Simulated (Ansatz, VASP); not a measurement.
**TiC (linear Ti-C chain): VASP beside Ansatz**

One calculation is typed for both programs; each brings its own data sets. How far apart do they land? The structure shown is the end of the Ansatz relaxation below.

Calculated with Ansatz 0.2.0; plane waves, with VASP 6.6.1 beside it; single point at PBE.

**1. The starting structure**

The cell holds 2 atoms: 1 Ti and 1 C. Its edges and angles: a = 7.500 Å, b = 7.500 Å, c = 3.699 Å, α = 90.0°, β = 90.0°, γ = 90.0°. Vacuum lies along a and b. The structure's axis is c.

**2. Ansatz: relaxation, PBE**

Ansatz runs on its default PAW (the set named soft_2) files.

This run makes the geometry at which the two programs are then compared.

input.yaml

```yaml
crystal:
  lattice:
    - [7.5, 0.0, 0.0]
    - [0.0, 7.5, 0.0]
    - [0.0, 0.0, 4.5784]
  atoms:
    - { symbol: Ti, position: [0.5, 0.5, 0.0], spin: 2.0 }
    - { symbol: C, position: [0.5, 0.5, 0.5] }
magnetization:
  spin_polarized: true
kpoints:
  mp_grid: { grid: [1, 1, 18] }
scf:
  occupations: { method: fermi_dirac, width: 0.05 }
hamiltonian:
  xc: pbe
relax:
  cell: { fix: [a, b, alpha, beta, gamma] }
  max_steps: 60
```

Started as:

```sh
$ ansatz run input.yaml --threads 4 --pin off --max-ram 8192MiB --backend cpu --events-out ev --progress --plain --runs-dir out
```

Numbers of over 12 decimals in the logs are rounded to 6 here.

The program printed:

```text
Engine: ansatz 0.2.0, x86_64-unknown-linux-gnu
Pseudopotentials: kind: paw
Pseudopotential: Ti, paw, valence charge 12, recommended cutoff 420 eV (normal), Ti.paw.azcp
Pseudopotential: C, paw, valence charge 4, recommended cutoff 420 eV (normal), C.paw.azcp
Functional definition: PBE
  parameter kappa = 0.804
  parameter beta = 0.066725
  exchange = pbe_x(kappa = kappa, mu = beta*pi^2/3)
  correlation = pbe_c(beta = beta)
Crystal: 2 atoms, lattice volume = 257.535 Å³
Basis set: ecut = 420 eV, 5063 PW (Γ), exchange–correlation on 108×108×64 points (8 copies of the dense FFT grid, shifted against one another)
Bands: 13, of which v1, the nominal top of the filled ones, is band 8 counted from 1 (7 counted from 0)
Symmetry: 16 space group operations
Space group: P4/mmm (ITA 123), of the structure as read, at distance tolerance 6.4e-5 Å
Magnetic group: BNS 123.339 (UNI 999), of the structure as read, at distance tolerance 6.4e-5 Å
k-points: 10 of 18
Non-local potential: Ti, projectors of the file, l = 0: 3, l = 1: 2, l = 2: 3, l = 3: 1
Non-local potential: C, projectors of the file, l = 0: 2, l = 1: 2, l = 2: 1
PAW form: soft (Blöchl's): semilocal exchange-correlation on the pseudo side does not see the compensation charge
PAW one-centre angular grid: Ti, 590 points (default); XC on 64 Gauss nodes
PAW one-centre angular grid: C, 110 points (default); XC on 64 Gauss nodes
Initial density: superposition of atomic densities (neutral atoms: chi_scale 0, normalization atom)
Starting moments: Σ|m| = 2 μB on 1 of 2 sites
Initial wavefunctions: pseudopotential atomic-orbital guess
Functional: x = pbe(κ = 0.804, μ = 0.219515), c = pbe(β = 0.066725)
SCF iter   1: F=—  HF=-2745.715426 eV  |F-HF|=—  |Δ(HF+E_count)|=         —  Δρ=3.63e-2 (↑3.63e-2 ↓3.22e-2)  dr2=1.93e1  dr2_m=8.31e-1  M=0.247 μB ∫|m|=1.220 μB  β_m=0.30  ethr=3.10e-3  ⟨swp⟩=5.5  Hψ=1386  notcnv=0
Mixer restart at iter 1: flushing history
preconditioner: auto → Resta (q_TF=auto, 1.717 Å⁻¹)  ε∞=2.8  [insulator: Δε(μ)=0.165 eV  Ē_g=4.907 eV  σ=0.050 eV  W_gap=0.61  n_scr=22 (ndim 8)  ℏωp=6.5 eV  f_vac=0.590  D(μ)=4.70/eV (n_scr^D=30)  ε∞_Penn≈2.8  vacuum switching on, ρ_ref=1.7e-3 e/Å³]
spin=Collinear: Resta preconditioning applied to the charge; magnetization (m = ρ↑ − ρ↓) channel mixes plain (no charge-response kernel on spin).
SCF iter   2: F=—  HF=-2743.071578 eV  |F-HF|=—  |Δ(HF+E_count)|=         —  Δρ=1.75e-2 (↑1.75e-2 ↓1.61e-2)  dr2=3.09e0  dr2_m=7.23e-2  M=1.307 μB ∫|m|=1.683 μB  β_m=0.30  ethr=3.10e-3  ⟨swp⟩=5.5  Hψ=2489  notcnv=0  defer=1
Mixer restart at iter 2: flushing history
automatic band count: the SCF goes on with 17 bands, as 13 were too few: the levels above may hold too much charge
preconditioner: auto → LDOS  [metal: Δε(μ)=0.031 eV  Ē_g=5.347 eV  σ=0.050 eV  W_gap=0.15  n_scr=22 (ndim 8)  ℏωp=6.5 eV  f_vac=0.584  D(μ)=10.62/eV (n_scr^D=78)]
spin=Collinear: LDOS preconditioning applied to the charge; magnetization (m = ρ↑ − ρ↓) channel mixes plain (no charge-response kernel on spin).
SCF iter   3: F=—  HF=-2743.119962 eV  |F-HF|=—  |Δ(HF+E_count)|=   4.84e-2  Δρ=1.27e-2 (↑1.27e-2 ↓1.08e-2)  dr2=1.27e0  dr2_m=7.51e-2  M=1.163 μB ∫|m|=1.621 μB  β_m=0.59  ethr=3.10e-3  ⟨swp⟩=2.7  Hψ=765  notcnv=0  defer=27
SCF iter   4: F=—  HF=-2743.381300 eV  |F-HF|=—  |Δ(HF+E_count)|=   2.61e-1  Δρ=4.74e-3 (↑4.55e-3 ↓4.74e-3)  dr2=1.03e-1  dr2_m=2.28e-2  M=0.791 μB ∫|m|=1.683 μB  β_m=0.69  ethr=3.10e-3  ⟨swp⟩=3.0  Hψ=650  notcnv=0  defer=27
SCF iter   5: F=—  HF=-2743.519176 eV  |F-HF|=—  |Δ(HF+E_count)|=         —  Δρ=7.02e-3 (↑5.58e-3 ↓7.02e-3)  dr2=3.91e-2  dr2_m=9.18e-2  M=0.142 μB ∫|m|=2.102 μB  β_m=0.69  ethr=6.45e-4  ⟨swp⟩=2.9  Hψ=722  notcnv=0  defer=28
Mixer restart at iter 5: flushing history
SCF iter   6: F=—  HF=-2743.534418 eV  |F-HF|=—  |Δ(HF+E_count)|=   1.52e-2  Δρ=4.14e-3 (↑4.07e-3 ↓4.14e-3)  dr2=7.69e-3  dr2_m=3.86e-2  M=0.015 μB ∫|m|=2.362 μB  β_m=0.85  ethr=2.44e-4  ⟨swp⟩=2.1  Hψ=536  notcnv=0  defer=28
SCF iter   7: F=—  HF=-2743.535799 eV  |F-HF|=—  |Δ(HF+E_count)|=   1.38e-3  Δρ=9.81e-4 (↑9.81e-4 ↓7.35e-4)  dr2=1.15e-3  dr2_m=1.50e-3  M=0.001 μB ∫|m|=2.529 μB  β_m=0.92  ethr=4.81e-5  ⟨swp⟩=2.8  Hψ=729  notcnv=0  defer=30
SCF iter   8: F=—  HF=-2743.537073 eV  |F-HF|=—  |Δ(HF+E_count)|=   1.27e-3  Δρ=4.85e-4 (↑4.85e-4 ↓3.00e-4)  dr2=3.19e-4  dr2_m=2.93e-4  M=0.001 μB ∫|m|=2.550 μB  β_m=0.93  ethr=7.21e-6  ⟨swp⟩=2.0  Hψ=570  notcnv=0  defer=30
SCF iter   9: F=—  HF=-2743.537147 eV  |F-HF|=—  |Δ(HF+E_count)|=   7.32e-5  Δρ=1.11e-4 (↑1.11e-4 ↓9.86e-5)  dr2=9.79e-6  dr2_m=2.26e-5  M=0.001 μB ∫|m|=2.558 μB  β_m=0.97  ethr=1.99e-6  ⟨swp⟩=2.2  Hψ=625  notcnv=0  defer=30
SCF iter  10: F=—  HF=-2743.536827 eV  |F-HF|=—  |Δ(HF+E_count)|=   3.19e-4  Δρ=2.56e-5 (↑2.56e-5 ↓1.48e-5)  dr2=2.61e-6  dr2_m=4.12e-7  M=0.001 μB ∫|m|=2.563 μB  β_m=0.93  ethr=6.12e-8  ⟨swp⟩=2.0  Hψ=570  notcnv=0  defer=30
[...]
iter 8 did not close the SCF: its close was put off for a magnetic moment that had not settled (scf_convergence_deferred on its scf_iter line)
SCF iter   8: F=-2745.294481 eV  HF=-2745.294481 eV  |F-HF|=1.56e-8  |Δ(HF+E_count)|=   8.93e-8  Δρ=2.37e-6 (↑2.37e-6 ↓1.16e-6)  dr2=3.46e-8  dr2_m=1.64e-9  M=0.524 μB ∫|m|=0.633 μB  β_m=0.76  ethr=1.99e-10  ⟨swp⟩=1.7  Hψ=1000  notcnv=0
SCF iter   9: F=-2745.294481 eV  HF=-2745.294481 eV  |F-HF|=7.30e-10  |Δ(HF+E_count)|=   1.23e-8  Δρ=2.01e-7 (↑2.01e-7 ↓1.51e-7)  dr2=1.51e-10  dr2_m=3.11e-11  M=0.524 μB ∫|m|=0.633 μB  ethr=1.99e-10  ⟨swp⟩=2.0  Hψ=912  notcnv=0
SCF 6 converged in 9 iterations: F = -2745.294481 eV  dr2 = 1.51e-10
relax step   6: F+E_penalty+E_count = -2745.29448102 eV  Δ(F+E_penalty+E_count) = -6.914e-4 eV  max|allowed force component| = 3.865e-29 eV/Å  Δτ_max = 0.0000 Å  P = +0.007 GPa  Ω = 208.236 Å³  energy of the carried Pulay correction = +6.904e-3 eV  fix = [a, b, alpha, beta, gamma]  reactions: a +0.043, b +0.043 GPa  (9 SCF iters, dr2 threshold 2.00e-7 eV, accepted)
[...]
relax step   7: F+E_penalty+E_count = -2745.29453335 eV  Δ(F+E_penalty+E_count) = -5.233e-5 eV  max|allowed force component| = 1.341e-29 eV/Å  Δτ_max = 0.0000 Å  P = +0.029 GPa  Ω = 208.087 Å³  energy of the carried Pulay correction = +6.927e-3 eV  fix = [a, b, alpha, beta, gamma]  reactions: a +0.042, b +0.042 GPa  (8 SCF iters, dr2 threshold 1.07e-8 eV, accepted)
[...]
relax step   8: F+E_penalty+E_count = -2745.29232361 eV  Δ(F+E_penalty+E_count) = +2.210e-3 eV  max|allowed force component| = 1.341e-29 eV/Å  Δτ_max = 0.0000 Å  P = +0.017 GPa  Ω = 208.087 Å³  fix = [a, b, alpha, beta, gamma]  reactions: a +0.036, b +0.036 GPa  stress off target by 1.99e-2 GPa on what of the cell is left free  SCF on the basis re-selected at this cell (its energy is not comparable with the rows above)  (9 SCF iters)
basis re-selected at this cell: Δ(F+E_penalty+E_count) = +2.210e-3 eV, ΔP = -0.011 GPa vs the last step (what re-selecting the basis moved, of the pressure what is left beyond the Pulay correction that the steps carried, after the strain that the cell walked since its last selection, with what the two solves' SCF thresholds leave and, on support functions, any second-order correction that the steps lacked; it is no measure of the basis error at this ecutwfc). The dense FFT grid was sized anew with the basis: this SCF ran on 54×54×25 points, the steps before it on 54×54×32, so part of this shift can come from that change (see relax.cell in the input reference). [rest of the remark cut]
SCF converged after 9 iterations
Magnetization: 0.5226 μB (8.2613 up, 7.7387 down)
Absolute magnetization: 0.6308 μB (∫|ρ↑−ρ↓|, with the PAW one-centre terms)
Spin contamination: 0.0062 ħ² per cell (⟨S²⟩ above its minimum at these occupations)
Per-site moments (μB) at R_I (Å): [(0.265301, 0.762987), (-0.038883, 0.762987)]
Free energy (F): -2745.292324 eV
Harris-Foulkes:  -2745.292324 eV  (|F-HF|=1.64e-11)
Internal energy: -2745.262881 eV  (E = F + TS)
E sigma→0 (E₀):  -2745.277602 eV
Entropy (-TS):   -0.029442 eV (-14.721 meV/atom)
Fermi energy:    -1.830577 eV
--- Per-component energies (eV) ---
  E_band       = -372.752535
  E_kinetic    = 356.447201
  E_local      = -2890.644517  (includes V_loc(G=0)·N_el)
  E_nonlocal   = 38.343361
  E_hartree    = 1238.836845
  E_xc         = -141.793556
  E_vxc        = -176.221781  (∫ρ·V_xc dr)
  E_paw        = -1147.305084  (= ΣΔE_a)
  E_vpaw       = -178.350652  (= ΣTr[D̂ρ^β])
  E_aug_tail   = 0.000141  (compensation charges beyond the density's cutoff)
  E_ewald      = -199.147273
  E_smearing   = -0.029442  (= −TS)
  E_closure    = 0.000000  (closes the sum)
  Σ components = -2745.292324   (vs F -2745.292324, Δ=0.00e0)
--- Forces (eV/Å), atoms counted from 1 ---
  atom   1  Ti     0.00000000     0.00000000     0.00000000
  atom   2  C      0.00000000    -0.00000000     0.00000000
  max |Σ_I F_I| component: 2.37e-29 eV/Å
--- Stress (GPa, compression-positive) ---
        0.036185       0.000000       0.000000
        0.000000       0.036185       0.000000
        0.000000       0.000000      -0.019904
  P = ⅓ Tr σ = 0.0175 GPa (0.175 kbar)
--- Relaxed structure (7 steps of the walk, 7 accepted, 1 SCFs on fresh bases) ---
  F+E_penalty+E_count = -2745.29232361 eV   max|allowed force component| = 1.341e-29 eV/Å   (the final SCF, on the basis selected at the relaxed cell)
  cell:  # Å, volume = 208.0873 Å³
    - [7.5, 0.0, 0.0]
    - [0.0, 7.5, 0.0]
    - [0.0, 0.0, 3.699330]
  atoms:
    - { symbol: Ti, position: [0.5, 0.5, 0.0] }
    - { symbol: C, position: [0.5, 0.5, 0.5] }
```

In the SCF lines HF is the Harris–Foulkes energy and dr2 the Hartree energy of the density residual, in eV; the loop may stop once dr2 is under the threshold and the program's other checks hold. Hψ counts applications of the Hamiltonian.

**3. VASP: single point, PBE**

The same cell, functional, mesh and smearing now go to VASP, with its own data sets.

Lines of VASP's logs that name or quote its potential files are left out, and so is its time.

INCAR

```
SYSTEM = TiC
PREC = Accurate
ENCUT = 600
EDIFF = 1E-06
NELM = 200
ISMEAR = -1
SIGMA = 0.05
LREAL = .FALSE.
ALGO = Normal
GGA = PE
NBANDS = 16
ISPIN = 2
MAGMOM = 0.27 -0.04
LASPH = .TRUE.
LMAXMIX = 4
LORBIT = 11
LWAVE = .FALSE.
LCHARG = .FALSE.
ISIF = 2
GGA_COMPAT = .FALSE.
```

POSCAR

```
TiC
1.0
    7.5000000000      0.0000000000      0.0000000000
    0.0000000000      7.5000000000      0.0000000000
    0.0000000000      0.0000000000      3.6993299696
Ti C
1 1
Direct
    0.5000000000      0.5000000000      0.0000000000
    0.5000000000      0.5000000000      0.5000000000
```

KPOINTS

```
Automatic mesh
0
Gamma
1 1 18
0 0 0
```

Potentials, in the order of the species: Ti_sv and C (PBE family, release 64).

Started as:

```sh
$ mpirun -np 1 vasp_std
```

The program printed:

```text
[banner, memory and clock lines left out]
running    1 mpi-ranks, on    1 nodes
 distrk:  each k-point on    1 cores,    1 groups
 distr:  one band on    1 cores,    1 groups

 POSCAR found type information on POSCAR TiC
 POSCAR found :  2 types and       2 ions
 LDA part: xc-table for (Slater+PW92), standard interpolation
 POSCAR, INCAR and KPOINTS ok, starting setup
 FFT: planning ... GRIDC
 FFT: planning ... GRID_SOFT
 FFT: planning ... GRID
 WAVECAR not read
 entering main loop
       N       E                     dE             d eps       ncg     rms          rms(c)
DAV:   1     0.857686970835E+02    0.85769E+02   -0.79041E+03   800   0.811E+02
DAV:   2    -0.247961978126E+01   -0.88248E+02   -0.76826E+02   840   0.193E+02
DAV:   3    -0.205302385117E+02   -0.18051E+02   -0.17488E+02  1184   0.720E+01
DAV:   4    -0.213032215519E+02   -0.77298E+00   -0.77242E+00   728   0.154E+01
DAV:   5    -0.213277978708E+02   -0.24576E-01   -0.24575E-01   944   0.265E+00    0.203E+01
DAV:   6    -0.156951239370E+02    0.56327E+01   -0.41556E+01   840   0.589E+01    0.179E+01
DAV:   7    -0.126501210208E+02    0.30450E+01   -0.26751E+01   816   0.446E+01    0.731E+00
DAV:   8    -0.120153841945E+02    0.63474E+00   -0.12295E+00   672   0.104E+01    0.409E+00
DAV:   9    -0.117293576692E+02    0.28603E+00   -0.74281E-01   888   0.105E+01    0.196E+00
DAV:  10    -0.116960693260E+02    0.33288E-01   -0.13192E-01   680   0.354E+00    0.677E-01
DAV:  11    -0.116973479166E+02   -0.12786E-02   -0.17827E-02   728   0.926E-01    0.355E-01
DAV:  12    -0.116994845045E+02   -0.21366E-02   -0.38868E-03   656   0.515E-01    0.288E-01
DAV:  13    -0.117003497195E+02   -0.86521E-03   -0.63083E-04   752   0.192E-01    0.323E-01
DAV:  14    -0.116985438445E+02    0.18059E-02   -0.28441E-03   680   0.414E-01    0.173E-01
[...]
DAV:  22    -0.117007181173E+02   -0.50733E-04   -0.11428E-04   696   0.896E-02    0.724E-02
DAV:  23    -0.117006212894E+02    0.96828E-04   -0.28996E-04   640   0.119E-01    0.206E-02
DAV:  24    -0.117005931837E+02    0.28106E-04   -0.10063E-04   672   0.818E-02    0.512E-02
DAV:  25    -0.117006210146E+02   -0.27831E-04   -0.26548E-04   640   0.126E-01    0.147E-02
DAV:  26    -0.117006092648E+02    0.11750E-04   -0.23264E-04   640   0.861E-02    0.263E-02
DAV:  27    -0.117006075374E+02    0.17274E-05   -0.11072E-05   640   0.287E-02    0.137E-02
DAV:  28    -0.117006098815E+02   -0.23441E-05   -0.66675E-06   560   0.165E-02    0.801E-03
DAV:  29    -0.117006097036E+02    0.17788E-06   -0.33444E-06   560   0.124E-02
   1 F= -.11700610E+02 E0= -.11680464E+02  d E =-.402908E-01  mag=    -0.0235
```

From OUTCAR (step 3):

```text
ion  position               nearest neighbor table
   1  0.500  0.500  0.000-   2 1.85   2 1.85
   2  0.500  0.500  0.500-   1 1.85   1 1.85

  LATTYP: Found a simple tetragonal cell.
 ALAT       =     7.5000000000
 C/A-ratio  =     0.4932439959

 Subroutine GETGRP returns: Found 16 space group operations
 (whereof 16 operations were pure point group operations)

The static configuration has the point symmetry D_4h.

 Found     10 irreducible k-points:

   k-points           NKPTS =     10   k-points in BZ     NKDIM =     10   number of bands    NBANDS=     16

   dimension x,y,z NGX =    60 NGY =   60 NGZ =   30
   dimension x,y,z NGXF=   120 NGYF=  120 NGZF=   60

   ENCUT  =  600.0 eV  44.10 Ry    6.64 a.u.  14.98 14.98  7.39*2*pi/ulx,y,z

   NELECT =      16.0000    total number of electrons

 k-points in reciprocal lattice and weights: Automatic mesh
   0.00000000  0.00000000  0.00000000       0.056
   0.00000000  0.00000000  0.05555556       0.111
   0.00000000  0.00000000  0.11111111       0.111
   0.00000000  0.00000000  0.16666667       0.111
   0.00000000  0.00000000  0.22222222       0.111
   0.00000000  0.00000000  0.27777778       0.111
   0.00000000  0.00000000  0.33333333       0.111
   0.00000000  0.00000000  0.38888889       0.111
   0.00000000  0.00000000  0.44444444       0.111
   0.00000000  0.00000000  0.50000000       0.056

 average (electrostatic) potential at core
       1 -83.9533       2 -56.1031

 E-fermi :  -2.3728

 spin component 1
 k-point     1 :       0.0000    0.0000    0.0000
  band No.  band energies     occupation
    ...
      4     -35.7141      1.00000
      5     -11.8635      1.00000
      6      -2.9859      1.00000
      7      -2.9859      1.00000
      8      -2.3751      0.51170
      9      -2.2957      0.17633
     10      -2.1550      0.01268
     11      -1.5994      0.00000
     12      -1.5994      0.00000
     13      -0.8772      0.00000
    ...

 k-point     2 :       0.0000    0.0000    0.0556
  band No.  band energies     occupation
    ...
      4     -35.7151      1.00000
      5     -11.8226      1.00000
      6      -3.1183      1.00000
      7      -3.1183      1.00000
      8      -2.3904      0.58729
      9      -2.2910      0.16313
     10      -2.1507      0.01164
     11      -1.4391      0.00000
     12      -1.4391      0.00000
     13      -1.0368      0.00000
    ...

 k-point     3 :       0.0000    0.0000    0.1111
  band No.  band energies     occupation
    ...
      4     -35.7177      1.00000
      5     -11.7011      1.00000
      6      -3.4045      1.00000
      7      -3.4045      1.00000
      8      -2.4841      0.90253
      9      -2.2775      0.12952
     10      -2.1382      0.00909
     11      -1.3935      0.00000
     12      -1.0691      0.00000
     13      -1.0691      0.00000
    ...

 k-point     4 :       0.0000    0.0000    0.1667
  band No.  band energies     occupation
    ...
      4     -35.7218      1.00000
      5     -11.5026      1.00000
      6      -3.7215      1.00000
      7      -3.7215      1.00000
      8      -2.8188      0.99987
      9      -2.2568      0.08949
     10      -2.1190      0.00620
     11      -1.6582      0.00000
     12      -0.6124      0.00000
     13      -0.6124      0.00000
    ...

 k-point     5 :       0.0000    0.0000    0.2222
  band No.  band energies     occupation
    ...
      4     -35.7268      1.00000
      5     -11.2341      1.00000
      6      -4.0193      1.00000
      7      -4.0193      1.00000
      8      -3.4325      1.00000
      9      -2.2313      0.05574
     10      -2.0952      0.00387
     11      -1.7013      0.00000
     12      -0.1181      0.00000
     13      -0.1181      0.00000
    ...

 k-point     6 :       0.0000    0.0000    0.2778
  band No.  band energies     occupation
    ...
      4     -35.7321      1.00000
      5     -10.9080      1.00000
      6      -4.2775      1.00000
      7      -4.2775      1.00000
      8      -4.1542      1.00000
      9      -2.2041      0.03313
     10      -2.0698      0.00233
     11      -1.6356      0.00000
     12       0.3952      0.00000
     13       0.3952      0.00000
    ...

  Total        0.0072286      0.0072286     -0.5022869      0.0000000      0.0000000      0.0000000
  in kB        0.0556570      0.0556570     -3.8673797      0.0000000      0.0000000      0.0000000
  external PRESSURE =      -1.2520219 kB  Pullay stress =       0.0000000 kB

  energy-cutoff  :      600.00
  volume of cell :      208.09
      direct lattice vectors                 reciprocal lattice vectors
     7.500000000  0.000000000  0.000000000     0.133333333  0.000000000  0.000000000
     0.000000000  7.500000000  0.000000000     0.000000000  0.133333333  0.000000000
     0.000000000  0.000000000  3.699329970     0.000000000  0.000000000  0.270319222

 POSITION                                       TOTAL-FORCE (eV/Angst)
 -----------------------------------------------------------------------------------
      3.75000      3.75000      0.00000         0.000000      0.000000      0.000000
      3.75000      3.75000      1.84966         0.000000      0.000000      0.000000
 -----------------------------------------------------------------------------------
    total drift:                                0.000000      0.000000     -0.000000

  FREE ENERGIE OF THE ION-ELECTRON SYSTEM (eV)
  ---------------------------------------------------
  free  energy   TOTEN  =       -11.7006097036 eV

  energy  without entropy=      -11.6603188618  energy(sigma->0) =      -11.68046428

 total charge
# of ion       s       p       d       tot
------------------------------------------
    1        2.164   6.145   2.097  10.405
    2        0.953   1.408   0.000   2.360
--------------------------------------------------
tot          3.116   7.553   2.097  12.766

 magnetization (x)
# of ion       s       p       d       tot
------------------------------------------
    1       -0.001   0.000  -0.014  -0.014
    2        0.000   0.002   0.000   0.002
--------------------------------------------------
tot         -0.001   0.002  -0.014  -0.012

[... 6 further parts left out ...]
```

The gap is under twice the smearing width, so the edge states are partly filled and the run can't tell a small gap from a semimetal.

**4. Differences**

Known differences besides the potentials themselves: VASP starts from the moments at which Ansatz ended; the cutoff is 420 eV in Ansatz and 600 eV in VASP; Ansatz's pressure holds a Pulay correction, VASP's none; site moments are counted in spheres of each program's own size. Total energies have different zeros and are not compared.

Both answers:

| quantity | Ansatz | VASP | difference |
| --- | --- | --- | --- |
| pressure (GPa) | 0.02 | -0.13 | +0.14 |
| total moment (μB) | -0.52 | -0.02 | -0.50 |
| moment on Ti1 (μB) | -0.27 | -0.01 | -0.25 |

Without spin-orbit coupling the overall direction of the spins is arbitrary; the signs of Ansatz's moments are turned here to match VASP's. By their total or site moments the two runs ended in different magnetic states: Ansatz left the typed order; the other differences may follow from that, so they don't measure the programs' precision.

**5. What came out**

| Property | Result |
| --- | --- |
| difference in total moment (single point, PBE) | -0.50 μB |

**Reading.** The difference in total moment is -0.50 μB (single point, PBE). The runs of the single point, PBE pair ended with unlike moments, so it says little about numerical agreement. What causes the difference of the single point, PBE pair stays open here. How closely two codes agree says nothing of how well the functional describes the real material.

[Lines on the potential files, build, host, timing and source positions are cut from VASP's logs without a mark.]

[Logs are printed without paths, hosts, clocks, repeated set-up lines and the standing remarks that a program may print on its own settings, such as how far it seeks lower states.]

[Hosts, paths, dates, database ids (printed as entryN), source tags and the programs' standing remarks are cut or masked in the printed files.]
